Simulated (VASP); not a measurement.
# P (Cmce) in VASP: further runs, part 2 of 2

VASP 6.6.1.

## (3) Relaxation of cell and atoms, PBE+D3(BJ), target pressure 2 GPa, at which the enthalpy is minimised

File INCAR:

```
PREC     = Accurate       # precision mode
ENCUT    = 600            # plane-wave cutoff, eV
EDIFF    = 1E-6           # SCF threshold, eV
ISMEAR   = -1             # smearing method
SIGMA    = 0.05           # smearing width, eV
LREAL    = False          # projectors in reciprocal space
LASPH    = True           # aspherical terms in the spheres
NELM     = 80             # most SCF steps
ALGO     = Fast           # electronic algorithm
ISIF     = 3              # what is computed and relaxed
LWAVE    = False          # write WAVECAR
LCHARG   = False          # write CHGCAR
GGA      = PE             # functional
IVDW     = 12             # dispersion correction
IBRION   = 2              # ionic algorithm
NSW      = 60             # ionic steps
EDIFFG   = -0.005         # ionic threshold
PSTRESS  = 20           
KPAR     = 2
```

File KPOINTS:

```
Automatic mesh
0
Gamma
  12 12 12
```

File POSCAR:

```
P
1.0
    1.6582000000     -5.2420000000      0.0000000000
    1.6582000000      5.2420000000      0.0000000000
    0.0000000000      0.0000000000      4.3793000000
P
4
Direct
    0.8983800000      0.1016200000      0.0806800000
    0.6016200000      0.3983800000      0.5806800000
    0.1016200000      0.8983800000      0.9193200000
    0.3983800000      0.6016200000      0.4193200000
```

Potentials or basis: VASP PAW PBE potentials, release 64 (P).

The run is started by

```bash
$ cat potpaw_PBE.64/P/POTCAR > POTCAR
$ mpirun -np 2 vasp_std > vasp.out
```

OUTCAR:

```text
PREC = Accurate
   ENCUT = 600
   EDIFF = 1E-6
   ISMEAR = -1
   LREAL = False
   LASPH = True
   NELM = 80
   ISIF = 3
   GGA = PE
   IVDW = 12
   IBRION = 2
   NSW = 60
   EDIFFG = -0.005
   PSTRESS = 20
 IVDW          = 12

 ion  position               nearest neighbor table
   1  0.898  0.102  0.081-   4 2.22   4 2.22   3 2.24
   2  0.602  0.398  0.581-   3 2.22   3 2.22   4 2.24
   3  0.102  0.898  0.919-   2 2.22   2 2.22   1 2.24
   4  0.398  0.602  0.419-   1 2.22   1 2.22   2 2.24

  LATTYP: Found a base centered orthorhombic cell.
 ALAT       =     3.3164000000
 B/A-ratio  =     3.1612591967
 C/A-ratio  =     1.3204981305

  Lattice vectors:

 A1 = (   1.6582000000,  -5.2420000000,   0.0000000000)
 A2 = (   1.6582000000,   5.2420000000,   0.0000000000)
 A3 = (   0.0000000000,   0.0000000000,   4.3793000000)

Analysis of symmetry for initial positions (statically):
=====================================================================
 Subroutine PRICEL returns:
 Original cell was already a primitive cell.

 Routine SETGRP: Setting up the symmetry group for a
 base centered orthorhombic supercell.

 Subroutine GETGRP returns: Found  8 space group operations
 (whereof  4 operations were pure point group operations)
 out of a pool of  8 trial point group operations.

The static configuration has the point symmetry C_2h.
 The point group associated with its full space group is D_2h.

Analysis of symmetry for dynamics (positions and initial velocities):
=====================================================================
 Subroutine PRICEL returns:
 Original cell was already a primitive cell.

 Routine SETGRP: Setting up the symmetry group for a
 base centered orthorhombic supercell.

 Subroutine GETGRP returns: Found  8 space group operations
 (whereof  4 operations were pure point group operations)
 out of a pool of  8 trial point group operations.

The dynamic configuration has the point symmetry C_2h.
 The point group associated with its full space group is D_2h.

 Subroutine INISYM returns: Found  8 space group operations
 (whereof  4 operations are pure point group operations),
 and found     1 'primitive' translations

[... 126 lines left out ...]
   IVDW    =    12    specifies the selected vdW correction
   LEPSILON=     F    determine dielectric tensor
   LRPA    =     F    only Hartree local field effects (RPA)
 conjugate gradient relaxation of ions
 non-spin polarized calculation
 RMM-DIIS sequential band-by-band and
  energy-cutoff  :      600.00
  volume of cell :       76.13
 maximum number of plane-waves:      2578
 NGX is ok and might be reduce to    48
   NGX = 21   NGY = 21   NGZ = 17

--------------------------------------- Ionic step        1  -------------------------------------------

 number of electron      20.0000000 magnetization

 Free energy of the ion-electron system (eV)
  ---------------------------------------------------
  ext. energy  EPLUGINS =         0.00000000
  ---------------------------------------------------
  free energy    TOTEN  =       -21.46922880 eV

  energy without entropy =      -21.46834135  energy(sigma->0) =      -21.46878507

 E-fermi :   6.6772     XC(G=0):  -9.8469

 val. band max:        6.5708954281   @ k =   0.5000   0.5000   0.0000
 cond. band min:       6.7003882664   @ k =   0.5000   0.1667   0.0000
 fundamental gap:      0.1294928384
 Fermi energy:         6.6771979621

 k-point     1 :       0.0000    0.0000    0.0000
  band No.  band energies     occupation
      1      -9.2377      2.00000
      2      -6.1982      2.00000
      3      -2.9621      2.00000
      4      -0.3700      2.00000
      5       1.6553      2.00000
      6       1.9233      2.00000
      7       2.5626      2.00000
      8       3.7566      2.00000
      9       4.0444      2.00000
     10       5.2254      2.00000
     11       7.3537      0.00000
     12       7.7259      0.00000
     13       8.4948      0.00000
     14       9.6104      0.00000
[... 518 lines left out ...]
  energy  without entropy=      -22.9336474688  energy(sigma->0) =      -22.93412465

  enthalpy is  TOTEN    =       -22.0249257188 eV   P V=        0.9096761220

[... ionic steps 4 to 19 ...]

--------------------------------------- Ionic step       20  -------------------------------------------

 number of electron      20.0000001 magnetization

------------------------ aborting loop because EDIFF is reached ----------------------------------------
[... 83 lines left out ...]
--------------------------------------- Ionic step       22  -------------------------------------------

 number of electron      20.0000001 magnetization

 Free energy of the ion-electron system (eV)
  ---------------------------------------------------
  ext. energy  EPLUGINS =         0.00000000
  ---------------------------------------------------
  free energy    TOTEN  =       -21.23856733 eV

  energy without entropy =      -21.23552065  energy(sigma->0) =      -21.23704399

 E-fermi :   8.2174     XC(G=0): -10.6061

 val. band max:        8.1916673790   @ k =  -0.0833   0.0833   0.4167
 cond. band min:       8.2184311888   @ k =   0.0000   0.0000   0.4167
 fundamental gap:      0.0267638098
 Fermi energy:         8.2174252436

 k-point     1 :       0.0000    0.0000    0.0000
  band No.  band energies     occupation
      1      -8.1257      2.00000
      2      -4.4257      2.00000
      3      -0.6528      2.00000
      4       0.4930      2.00000
      5       2.8485      2.00000
      6       3.8900      2.00000
      7       4.3270      2.00000
      8       5.2783      2.00000
      9       5.3404      2.00000
     10       6.8408      2.00000
     11       9.4404      0.00000
     12       9.5624      0.00000
     13      10.0000      0.00000
     14      11.9997      0.00000
[... 430 lines left out ...]
  energy  without entropy=      -22.9391207722  energy(sigma->0) =      -22.94064411

  enthalpy is  TOTEN    =       -22.1175864753 eV   P V=        0.8245809799

 reached required accuracy - stopping structural energy minimisation
```

OSZICAR:

```text
N       E                     dE             d eps       ncg     rms          rms(c)
DAV:   1     0.721551680306E+02    0.72155E+02   -0.91879E+03  8428   0.136E+03
DAV:   2    -0.168113091682E+02   -0.88966E+02   -0.86167E+02 11010   0.186E+02
DAV:   3    -0.215529438288E+02   -0.47416E+01   -0.47009E+01 11482   0.456E+01
[... 177 lines left out ...]
       N       E                     dE             d eps       ncg     rms          rms(c)
DAV:   1    -0.212385834898E+02   -0.13070E-02   -0.73079E-04  8860   0.161E-01    0.255E-02
RMM:   2    -0.212385727896E+02    0.10700E-04   -0.31437E-05  8428   0.404E-02    0.126E-02
RMM:   3    -0.212385675654E+02    0.52242E-05   -0.13821E-05  8428   0.232E-02    0.321E-03
RMM:   4    -0.212385673296E+02    0.23582E-06   -0.18578E-06  5195   0.102E-02
  22 F= -.22117586E+02 E0= -.22116063E+02  d E =-.454646E-05
```

CONTCAR:

```text
P
   1.00000000000000
     1.6652597846955997   -4.9850455139300305   -0.0000000000000000
     1.6652597846955997    4.9850455139300305    0.0000000000000000
     0.0000000000000000   -0.0000000000000001    3.9786229372113890
  P
     4
Direct
     0.8908106427606426    0.1091893572393574    0.0648314300637922
     0.6091893572393574    0.3908106427606425    0.5648314300637923
     0.1091893572393574    0.8908106427606426    0.9351685699362077
     0.3908106427606425    0.6091893572393574    0.4351685699362078

  0.00000000E+00  0.00000000E+00  0.00000000E+00
  0.00000000E+00  0.00000000E+00  0.00000000E+00
  0.00000000E+00  0.00000000E+00  0.00000000E+00
  0.00000000E+00  0.00000000E+00  0.00000000E+00
```

Wall time 18 min (2 MPI ranks of Intel Xeon 6975P-C (Granite Rapids), shared host); peak memory 0.51 GiB.

What came out:

```
Free energy                                            : -22.9422 eV
Relaxed volume                                         : 16.51 Å³/atom
Relaxed cell                                           : a = 5.256 Å, b = 5.256 Å, c = 3.979 Å, α = 90.00°, β = 90.00°, γ = 143.06°
Space group after relaxing (to 0.05 Å)                 : Cmce (No. 64)
Energy change on relaxing (the enthalpy is what falls) : -1.1 meV/atom
Ionic steps                                            : 22
Pressure after relaxing                                : 2.0 GPa
Band gap on the k mesh                                 : none (metal or under the smearing width)
Dispersion energy per atom                             : -0.426 eV
```

The path:
```tsv
step	energy change (eV)	largest force (eV/Å)	pressure (GPa)	volume (Å³)
1	0.0000	0.0754	-1.43	76.13
2	0.0227	0.5525	3.61	71.72
3	0.0032	0.4144	2.13	72.87
4	-0.0092	0.2730	2.09	71.58
5	0.0097	0.2701	2.11	68.09
6	0.0044	0.1848	2.13	67.18
7	0.0126	0.1664	2.30	65.66
8	0.0023	0.0733	2.29	65.93
9	-0.0025	0.0509	2.30	66.17
10	-0.0084	0.0378	1.93	66.49
11	-0.0089	0.0487	1.89	66.53
12	-0.0090	0.0386	1.94	66.50
13	-0.0086	0.0344	2.09	66.43
14	-0.0099	0.0146	1.79	66.53
15	-0.0095	0.0087	1.90	66.49
16	-0.0086	0.0074	1.92	66.41
17	-0.0056	0.0075	2.01	66.16
18	-0.0047	0.0083	2.03	66.08
19	-0.0046	0.0053	1.96	66.08
20	-0.0047	0.0020	1.97	66.08
21	-0.0040	0.0094	2.05	66.02
22	-0.0044	0.0017	2.00	66.06
```

Final structure:
```
P
1.0
     1.66526   -4.98505    0.00000
     1.66526    4.98505    0.00000
     0.00000    0.00000    3.97862
P
4
Cartesian
  1.6653 -3.8964 0.2579
  1.6653 -1.0886 2.2473
  1.6653 3.8964 3.7207
  1.6653 1.0886 1.7314
```

Levels at points of the mesh, in eV from the Fermi level:
```csv
k point,band 8,band 9,band 10,band 11,band 12,band 13
"(0.00, 0.00, 0.00)",-2.94,-2.88,-1.38,1.22,1.34,1.78
"(0.50, 0.00, 0.00)",-3.13,-2.66,-2.66,0.56,0.56,1.22
"(0.50, 0.50, 0.00)",-2.24,-2.09,-0.69,0.22,0.79,2.54
"(0.00, 0.00, 0.50)",-3.17,-0.66,-0.66,1.39,1.39,1.75
"(0.50, 0.00, 0.50)",-6.02,-2.29,-2.29,1.47,1.47,5.50
"(0.50, 0.50, 0.50)",-2.38,-1.07,-1.07,1.16,1.16,2.48
```

Caveat: the cell is relaxed towards a set pressure, so the enthalpy falls and the energy may rise; pairwise dispersion overbinds metals, which lowers pressure and volume.
